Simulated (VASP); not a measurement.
Ni:

```
Ni
1.0
     0.00000    1.73757    1.73757
     1.73757    0.00000    1.73757
     1.73757    1.73757    0.00000
Ni
1
Cartesian
  0.0000 0.0000 0.0000
```

Base run:

* Program: VASP 6.6.1
* Functional: PBE
* Potentials or basis: VASP PAW PBE potentials, release 64 (Ni_GW)
* Cutoff: 550 eV
* k mesh: 13 × 13 × 13
* Occupations: fermi-dirac, width 0.05 eV
* Spin: collinear spin, ferromagnetic start
* Starting moments: [1.0] μB

Its results: pressure 6.9 GPa; net moment 0.63 μB per cell; site moments Ni +0.62 μB.

The run is repeated on the same cell with these changes: potentials or basis from VASP PAW PBE potentials, release 64 (Ni_GW) to VASP PAW PBE potentials, release 64 (Ni); cutoff from 550 eV to 500 eV; further incar settings from ALGO = Fast; EDIFF = 1e-06 to ALGO = Normal; EDIFF = 1e-06; NBANDS = 15. What comes out?

Pressure 8.0 GPa; net moment 0.62 μB per cell; site moments Ni +0.63 μB.
